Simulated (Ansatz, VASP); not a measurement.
Two plane-wave programs on MoS2 (pbesol)

The input INCAR:

```
SYSTEM = MoS2
  ALGO = Normal
  EDIFF = 1E-7
  ENCUT = 520
  GGA = PS
  ISIF = 2
  ISMEAR = 0
  LASPH = .True.
  LCHARG = .False.
  LREAL = .False.
  LWAVE = .False.
  NBANDS = 35
  NELM = 60
  PREC = Accurate
  SIGMA = 0.1
```

KPOINTS

```
k-points
0
Gamma
  6 6 2
  0 0 0
```

File POSCAR:

```
MoS2
1.0
    3.1690000000      0.0000000000      0.0000000000
   -1.5845000000      2.7444345046      0.0000000000
    0.0000000000      0.0000000000     12.3240000000
Mo S
2 4
Direct
    0.3333333333      0.6666666667      0.2500000000
    0.6666666667      0.3333333333      0.7500000000
    0.3333333333      0.6666666667      0.6230000000
    0.6666666667      0.3333333333      0.1230000000
    0.3333333333      0.6666666667      0.8770000000
    0.6666666667      0.3333333333      0.3770000000
```

Input for Ansatz:

```yaml
crystal:
  lattice:
    - [3.169, 0.0, 0.0]
    - [-1.5845, 2.7444345046, 0.0]
    - [0.0, 0.0, 12.324]
  atoms:
    - { symbol: Mo, position: [0.3333333333, 0.6666666667, 0.25] }
    - { symbol: Mo, position: [0.6666666667, 0.3333333333, 0.75] }
    - { symbol: S, position: [0.3333333333, 0.6666666667, 0.623] }
    - { symbol: S, position: [0.6666666667, 0.3333333333, 0.123] }
    - { symbol: S, position: [0.3333333333, 0.6666666667, 0.877] }
    - { symbol: S, position: [0.6666666667, 0.3333333333, 0.377] }
basis:
  ecutwfc: 420
kpoints:
  mp_grid: { grid: [6, 6, 2] }
hamiltonian:
  xc: pbesol
  pseudopotentials: { kind: paw }
scf:
  occupations: { method: gaussian, width: 0.1 }
output:
  forces: true
  stress: true
  eigenvalues: true
```

Alike in both runs: task single point; functional PBEsol; k mesh 6 × 6 × 2; occupations gaussian, width 0.1 eV; no spin polarisation.

|  | VASP | Ansatz |
| --- | --- | --- |
| version | VASP 6.6.1 | Ansatz 0.2.0 |
| potentials or method | VASP PAW PBE potentials, release 64 (Mo_sv, S) | scalar-relativistic, plane waves, PAW |
| plane-wave cutoff (eV) | 520 | 420 |
| valence electrons in the cell | 52 | 52 |

|  | VASP | Ansatz | Ansatz less VASP |
| --- | --- | --- | --- |
| gap on the k mesh at the Fermi level (eV) | 0.86 | 0.84 | -0.015 |
| least direct gap on the mesh (eV) | 1.65 | 1.65 | -0.004 |
| pressure (GPa) | -3.0 | -3.0 | 0.00 |
| largest component of the traceless stress (GPa) | 0.62 | 0.63 | +0.010 |
| rms of the force components (eV/Å) | 0.145 | 0.145 | +0.0006 |

Atom by atom the forces differ by 0.001 eV/Å (rms over components).

Caveats: the PAW data sets were made with another functional, which shifts forces and pressure a little (VASP); this functional lacks dispersion, which binds the layers, so the pressure and a relaxed spacing across them are unreliable. A k mesh can miss the band edges.
